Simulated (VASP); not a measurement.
# PbS (Fm-3m) in VASP: further runs

Runs on PbS. Level: PBEsol. Tasks: single point.

Everything below comes from runs of VASP 6.6.1. Logs are shortened: lines on timing, memory, paths and dates and some standing lists are left out, and cuts for length are marked.

### 1 Starting point

The structure is cubic, space group Fm-3m (No. 225). The conventional cell has a = 5.904 Å, b = 5.904 Å, c = 5.904 Å, α = 90.00°, β = 90.00°, γ = 90.00°. Around Pb (site symmetry m-3m) lie 6 S at 2.95 Å. S (site symmetry m-3m) has 6 Pb at 2.95 Å as nearest neighbours.

The cell is a database's computed one.

### 2 Single point, PBEsol

Contents of INCAR:

```
SYSTEM = PbS
ALGO = Fast
EDIFF = 1E-6
ENCUT = 700
GGA = PS
ISIF = 2
ISMEAR = 0
LASPH = .TRUE.
LCHARG = .FALSE.
LREAL = .FALSE.
LWAVE = .FALSE.
NELM = 100
PREC = Accurate
SIGMA = 0.1
```

Contents of KPOINTS:

```
k-points
0
G
  10 10 10
  0 0 0
```

Contents of POSCAR:

```
PbS
1.0
    0.0000000000      2.9519000000      2.9519000000
    2.9519000000      0.0000000000      2.9519000000
    2.9519000000      2.9519000000      0.0000000000
Pb S
1 1
Direct
    0.5000000000      0.5000000000      0.5000000000
    0.0000000000      0.0000000000      0.0000000000
```

Potentials or basis: VASP PAW PBE potentials, release 64 (Pb_d, S).

Started as:

```sh
cat potpaw_PBE.64/Pb_d/POTCAR potpaw_PBE.64/S/POTCAR > POTCAR
mpirun -np 1 vasp_std > vasp.out
```

OUTCAR:

```text
SYSTEM = PbS
   EDIFF = 1E-6
   ENCUT = 700
   GGA = PS
   ISIF = 2
   ISMEAR = 0
   LASPH = .TRUE.
   LREAL = .FALSE.
   NELM = 100
   PREC = Accurate

 ion  position               nearest neighbor table
   1  0.500  0.500  0.500-   2 2.95   2 2.95   2 2.95   2 2.95   2 2.95   2 2.95
   2  0.000  0.000  0.000-   1 2.95   1 2.95   1 2.95   1 2.95   1 2.95   1 2.95

  LATTYP: Found a face centered cubic cell.
 ALAT       =     5.9038000000

  Lattice vectors:

 A1 = (   0.0000000000,   2.9519000000,   2.9519000000)
 A2 = (   2.9519000000,   0.0000000000,   2.9519000000)
 A3 = (   2.9519000000,   2.9519000000,   0.0000000000)

Analysis of symmetry for initial positions (statically):
=====================================================================
 Subroutine PRICEL returns:
 Original cell was already a primitive cell.

 Routine SETGRP: Setting up the symmetry group for a
 face centered cubic supercell.

 Subroutine GETGRP returns: Found 48 space group operations
 (whereof 48 operations were pure point group operations)
 out of a pool of 48 trial point group operations.

The static configuration has the point symmetry O_h .

Analysis of symmetry for dynamics (positions and initial velocities):
=====================================================================
 Subroutine PRICEL returns:
 Original cell was already a primitive cell.

 Routine SETGRP: Setting up the symmetry group for a
 face centered cubic supercell.

 Subroutine GETGRP returns: Found 48 space group operations
 (whereof 48 operations were pure point group operations)
 out of a pool of 48 trial point group operations.

The dynamic configuration has the point symmetry O_h .

 Subroutine INISYM returns: Found 48 space group operations
 (whereof 48 operations are pure point group operations),
 and found     1 'primitive' translations

----------------------------------------------------------------------------------------

                                     Primitive cell

  volume of cell :      51.4440

  direct lattice vectors                    reciprocal lattice vectors
     0.000000000  2.951900000  2.951900000    -0.169382432  0.169382432  0.169382432
     2.951900000  0.000000000  2.951900000     0.169382432 -0.169382432  0.169382432
     2.951900000  2.951900000  0.000000000     0.169382432  0.169382432 -0.169382432

  length of vectors
     4.174617015  4.174617015  4.174617015     0.293378978  0.293378978  0.293378978

  position of ions in fractional coordinates (direct lattice)
     0.500000000  0.500000000  0.500000000
     0.000000000  0.000000000  0.000000000

  ion indices of the primitive-cell ions
   primitive index   ion index
                 1           1
                 2           2

----------------------------------------------------------------------------------------

 KPOINTS: k-points

Automatic generation of k-mesh.
 Grid dimensions read from file:
 generate k-points for:   10   10   10

 Generating k-lattice:

  Cartesian coordinates                     Fractional coordinates (reciprocal lattice)
    -0.016938243  0.016938243  0.016938243     0.100000000  0.000000000  0.000000000
     0.016938243 -0.016938243  0.016938243     0.000000000  0.100000000  0.000000000
     0.016938243  0.016938243 -0.016938243     0.000000000  0.000000000  0.100000000

  Length of vectors
     0.029337898  0.029337898  0.029337898

  Shift w.r.t. Gamma in fractional coordinates (k-lattice)
     0.000000000  0.000000000  0.000000000

 Subroutine IBZKPT returns following result:
 ===========================================

 Found     47 irreducible k-points:

 Following reciprocal coordinates:
            Coordinates               Weight
  0.000000  0.000000  0.000000      1.000000
  0.100000  0.000000  0.000000      8.000000
  0.200000  0.000000  0.000000      8.000000
  0.300000  0.000000  0.000000      8.000000
  0.400000  0.000000  0.000000      8.000000
  0.500000  0.000000  0.000000      4.000000
[... 16 lines left out ...]
  0.300000  0.300000  0.000000      6.000000
  0.400000  0.300000  0.000000     24.000000
 [... further k-points ...]
   k-points           NKPTS =     47   k-points in BZ     NKDIM =     47   number of bands    NBANDS=     14
   number of dos      NEDOS =    301   number of ions     NIONS =      2
   total plane-waves  NPLWV =  46656
   dimension x,y,z NGX =    36 NGY =   36 NGZ =   36
   dimension x,y,z NGXF=    72 NGYF=   72 NGZF=   72
   ions per type =               1   1
   NGX,Y,Z   is equivalent  to a cutoff of  14.34, 14.34, 14.34 a.u.
   NGXF,Y,Z  is equivalent  to a cutoff of  28.67, 28.67, 28.67 a.u.
 SYSTEM =  PbS
   PREC   = accura    normal or accurate (medium, high low for compatibility)
   ISTART =      0    job   : 0-new  1-cont  2-samecut
   ICHARG =      2    charge: 1-file 2-atom 10-const
   ISPIN  =      1    spin polarized calculation?
   LNONCOLLINEAR =      F non collinear calculations
   LSORBIT =      F    spin-orbit coupling
   LASPH  =      T    aspherical Exc in radial PAW
   ENCUT  =  700.0 eV  51.45 Ry    7.17 a.u.   9.01  9.01  9.01*2*pi/ulx,y,z
   NELM   =    100;   NELMIN=  2; NELMDL= -5     # of ELM steps
   EDIFF  = 0.1E-05   stopping-criterion for ELM
   LREAL  =      F    real-space projection
   EDIFFG = 0.1E-04   stopping-criterion for IOM
   NSW    =      0    number of steps for IOM
   IBRION =     -1    ionic relax: 0-MD 1-quasi-New 2-CG
   NFREE  =      0    steps in history (QN), initial steepest desc. (CG)
   ISIF   =      2    stress and relaxation
   ISYM   =      2    0-nonsym 1-usesym 2-fastsym
   POTIM  = 0.5000    time-step for ionic-motion
   TEBEG  =    0.0;   TEEND  =   0.0 temperature during run
   PSTRESS=    0.0 pullay stress
   NELECT =      20.0000    total number of electrons
   NUPDOWN=      -1.0000    fix difference up-down
   EMIN   =  10.00;   EMAX   =-10.00  energy-range for DOS
   EFERMI =   0.00;   METHOD = LEGACY
   ISMEAR =     0;   SIGMA  =   0.10  broadening in eV -4-tet -1-fermi 0-gaus
   EFERMI_NEDOS =   21; number of points for ismear=-14 and -15
   IALGO  =     68    algorithm
   IMIX   =      4    mixing-type and parameters
     AMIX     =   0.40;   BMIX     =  1.00
     AMIX_MAG =   1.60;   BMIX_MAG =  1.00
  volume/ion in A,a.u.               =      25.72       173.58
  Fermi-wavevector in a.u.,A,eV,Ry     =   1.194831  2.257903 19.423968  1.427621
  Thomas-Fermi vector in A             =   2.330812
   LORBIT       =      0    0 simple, 1 ext, 2 COOP (PROOUT), +10 PAW based schemes
   GGA     = PS    functional components
   LHFCALC =     F    Hartree Fock is set to
   AEXX    =    0.0000 exact exchange contribution
   IVDW    =     0    specifies the selected vdW correction
   LEPSILON=     F    determine dielectric tensor
   LRPA    =     F    only Hartree local field effects (RPA)
 non-spin polarized calculation
 RMM-DIIS sequential band-by-band and
 Gauss-broadening in eV      SIGMA  =   0.10
  energy-cutoff  :      700.00
  volume of cell :       51.44
 maximum number of plane-waves:      2200
   NGX = 17   NGY = 17   NGZ = 17

 number of electron      20.0000002 magnetization

 Free energy of the ion-electron system (eV)
  ---------------------------------------------------
  ext. energy  EPLUGINS =         0.00000000
  ---------------------------------------------------
  free energy    TOTEN  =        -9.45731302 eV

  energy without entropy =       -9.45714925  energy(sigma->0) =       -9.45723113

 E-fermi :   5.9912     XC(G=0):  -9.9531

 val. band max:        5.8905187423   @ k =   0.5000   0.0000   0.0000
 cond. band min:       6.0918923665   @ k =   0.5000   0.0000   0.0000
 fundamental gap:      0.2013736241
 Fermi energy:         5.9912055526

 k-point     1 :       0.0000    0.0000    0.0000
  band No.  band energies     occupation
      1     -10.8941      2.00000
      2     -10.8941      2.00000
      3     -10.8941      2.00000
      4     -10.8813      2.00000
      5     -10.8813      2.00000
      6      -7.8577      2.00000
      7      -0.1582      2.00000
      8       3.6336      2.00000
      9       3.6336      2.00000
     10       3.6336      2.00000
     11      11.0752      0.00000
     12      11.0753      0.00000
     13      11.0755      0.00000
     14      12.4827      0.00000

 k-point     2 :       0.1000    0.0000    0.0000
  band No.  band energies     occupation
      1     -10.8937      2.00000
      2     -10.8919      2.00000
      3     -10.8919      2.00000
      4     -10.8820      2.00000
      5     -10.8820      2.00000
      6      -7.7689      2.00000
      7      -0.4769      2.00000
      8       3.6613      2.00000
      9       3.6613      2.00000
     10       3.8743      2.00000
     11      10.1477      0.00000
     12      10.5050      0.00000
     13      10.5050      0.00000
     14      12.4420      0.00000

 k-point     3 :       0.2000    0.0000    0.0000
  band No.  band energies     occupation
      1     -10.8963      2.00000
      2     -10.8963      2.00000
      3     -10.8927      2.00000
      4     -10.8736      2.00000
      5     -10.8736      2.00000
      6      -7.5134      2.00000
      7      -1.2218      2.00000
      8       3.7423      2.00000
      9       3.7423      2.00000
     10       4.3936      2.00000
     11       8.7650      0.00000
     12       9.5031      0.00000
     13       9.5031      0.00000
     14      12.4327      0.00000
[... 324 lines left out ...]
 k-point    23 :       0.3000    0.3000    0.0000
  band No.  band energies     occupation
      1     -10.9755      2.00000
      2     -10.9125      2.00000
      3     -10.8630      2.00000
      4     -10.8517      2.00000
      5     -10.8517      2.00000
      6      -6.8529      2.00000
      7      -1.5636      2.00000
      8       2.7448      2.00000
      9       2.7448      2.00000
     10       3.1530      2.00000
     11       9.0257      0.00000
     12      10.1055      0.00000
     13      10.9362      0.00000
     14      10.9362      0.00000

 k-point    24 :       0.4000    0.3000    0.0000
  band No.  band energies     occupation
      1     -10.9982      2.00000
      2     -10.9126      2.00000
      3     -10.8655      2.00000
      4     -10.8447      2.00000
      5     -10.8401      2.00000
      6      -6.5425      2.00000
      7      -1.7940      2.00000
      8       2.1526      2.00000
      9       2.6522      2.00000
     10       2.8525      2.00000
     11       9.5690      0.00000
     12       9.9595      0.00000
     13      10.7973      0.00000
     14      11.2457      0.00000

 [... further k-points ...]

------------------------ aborting loop because EDIFF is reached ----------------------------------------

  FORCE on cell =-STRESS in cart. coord.  units (eV):
  Direction    XX          YY          ZZ          XY          YZ          ZX
  --------------------------------------------------------------------------------------
  -------------------------------------------------------------------------------------
  Total        0.0053743      0.0053743      0.0053743      0.0000000      0.0000000      0.0000000
  in kB        0.1673768      0.1673768      0.1673768      0.0000000      0.0000000      0.0000000
  external PRESSURE =       0.1673768 kB  Pullay stress =       0.0000000 kB

 VOLUME and BASIS-vectors are now :
 -----------------------------------------------------------------------------
  energy-cutoff  :      700.00
  volume of cell :       51.44
      direct lattice vectors                 reciprocal lattice vectors
     0.000000000  2.951900000  2.951900000    -0.169382432  0.169382432  0.169382432
     2.951900000  0.000000000  2.951900000     0.169382432 -0.169382432  0.169382432
     2.951900000  2.951900000  0.000000000     0.169382432  0.169382432 -0.169382432

 POSITION                                       TOTAL-FORCE (eV/Angst)
 -----------------------------------------------------------------------------------
      2.95190      2.95190      2.95190        -0.000000     -0.000000     -0.000000
      0.00000      0.00000      0.00000         0.000000      0.000000      0.000000
 -----------------------------------------------------------------------------------
    total drift:                                0.000000      0.000000      0.000000

  FREE ENERGIE OF THE ION-ELECTRON SYSTEM (eV)
  ---------------------------------------------------
  free  energy   TOTEN  =        -9.4573130159 eV

  energy  without entropy=       -9.4571492459  energy(sigma->0) =       -9.45723113
```

Wall time 44 s (1 thread of Intel Xeon Platinum 8488C (Sapphire Rapids), shared host); peak memory 0.24 GiB.

What came out:

```
Free energy            : -9.4573 eV
Pressure               : 0.0 GPa
Band gap on the k mesh : 0.20 eV, direct
```

Levels at points of the mesh, in eV from the valence-band top:
| k point | band 6 | band 7 | band 8 | band 9 | band 10 | band 11 | band 12 | band 13 | band 14 |
| --- | --- | --- | --- | --- | --- | --- | --- | --- | --- |
| (0.00, 0.00, 0.00) | -13.75 | -6.05 | -2.26 | -2.26 | -2.26 | 5.18 | 5.18 | 5.18 | 6.59 |
| (0.50, 0.00, 0.00) | -12.44 | -9.00 | -1.85 | -1.85 | 0.00 | 0.20 | 1.85 | 1.85 | 8.49 |
| (0.50, 0.50, 0.00) | -11.98 | -7.28 | -5.39 | -3.57 | -3.57 | 3.64 | 5.56 | 5.68 | 5.68 |

Caveat: the PAW data sets were made with another functional, which shifts forces and pressure a little; spin-orbit coupling is left out, which as a rule narrows the gap of such compounds by several tenths of an eV.

### 3 Single point, PBEsol

INCAR: that of step 2 with these lines changed.

```diff
@@ -3,3 +3,3 @@
 EDIFF = 1E-6
-ENCUT = 700
+ENCUT = 520
 GGA = PS
```

Contents of KPOINTS:

```
k-points
0
G
  16 16 16
  0 0 0
```

POSCAR is that of step 2.

Potentials or basis: VASP PAW PBE potentials, release 64 (Pb_d, S).

Started as:

```sh
cat potpaw_PBE.64/Pb_d/POTCAR potpaw_PBE.64/S/POTCAR > POTCAR
mpirun -np 1 vasp_std > vasp.out
```

Wall time 81 s (1 thread of Intel Xeon Platinum 8488C (Sapphire Rapids), shared host); peak memory 0.25 GiB.

The run converged. Its results:

| Quantity | Value |
| --- | --- |
| Free energy | -9.4567 eV |
| Pressure | 0.0 GPa |
| Band gap on the k mesh | 0.20 eV, direct |

Levels at points of the mesh, in eV from the valence-band top:
```csv
k point,band 7,band 8,band 9,band 10,band 11,band 12,band 13,band 14
"(0.00, 0.00, 0.00)",-6.05,-2.26,-2.26,-2.26,5.18,5.18,5.18,6.59
"(0.50, 0.00, 0.00)",-9.00,-1.85,-1.85,0.00,0.20,1.85,1.85,8.49
"(0.50, 0.50, 0.00)",-7.28,-5.39,-3.57,-3.57,3.64,5.56,5.68,5.68
```

Caveat: the PAW data sets were made with another functional, which shifts forces and pressure a little; spin-orbit coupling is left out, which as a rule narrows the gap of such compounds by several tenths of an eV.

### 4 Single point, PBEsol

INCAR: that of step 3 with these lines changed.

```diff
@@ -13,2 +13,2 @@
 PREC = Accurate
-SIGMA = 0.1
+SIGMA = 0.5
```

Contents of KPOINTS:

```
k-points
0
G
  10 10 10
  0 0 0
```

POSCAR is that of step 3.

Started as:

```sh
cat potpaw_PBE.64/Pb_d/POTCAR potpaw_PBE.64/S/POTCAR > POTCAR
mpirun -np 1 vasp_std > vasp.out
```

It took 27 s on 1 thread of Intel Xeon Platinum 8488C (Sapphire Rapids), shared host; peak memory 0.19 GiB.

Results (log left out):

```
Free energy            : -9.4597 eV
Pressure               : -0.1 GPa
Band gap on the k mesh : 0.20 eV, direct
```

Levels at points of the mesh, in eV from the valence-band top:
```
           k point  band 6  band 7  band 8  band 9  band 10  band 11  band 12  band 13  band 14
(0.00, 0.00, 0.00)  -13.75   -6.05   -2.26   -2.26    -2.26     5.19     5.19     5.19     6.59
(0.50, 0.00, 0.00)  -12.45   -9.00   -1.85   -1.85     0.00     0.20     1.85     1.85     8.49
(0.50, 0.50, 0.00)  -11.98   -7.28   -5.39   -3.57    -3.57     3.65     5.56     5.68     5.68
```

Caveat: the PAW data sets were made with another functional, which shifts forces and pressure a little; spin-orbit coupling is left out, which as a rule narrows the gap of such compounds by several tenths of an eV. A k mesh can miss the band edges.

### 5 Overview

| k mesh | cutoff (eV) | smearing | gap on the mesh (eV) | pressure (GPa) |
| --- | --- | --- | --- | --- |
| 10 × 10 × 10 | 700 | gaussian 0.1 eV | 0.20 | 0.0 |
| 16 × 16 × 16 | 520 | gaussian 0.1 eV | 0.20 | 0.0 |
| 10 × 10 × 10 | 520 | gaussian 0.5 eV | 0.20 | -0.1 |

Alike in all rows: task single point; level PBEsol; potentials or basis VASP PAW PBE potentials, release 64 (Pb_d, S); no spin polarisation; cell as given.

On the cell as given the gap runs from 0.20 eV (PBEsol) to 0.20 eV (PBEsol); the meshes differ, which moves gaps too.

Caveats: the PAW data sets were made with another functional, which shifts forces and pressure a little; spin-orbit coupling is left out, which as a rule narrows the gap of such compounds by several tenths of an eV.

Total energies depend on the potentials used, so only differences within one code and one set of settings carry meaning.
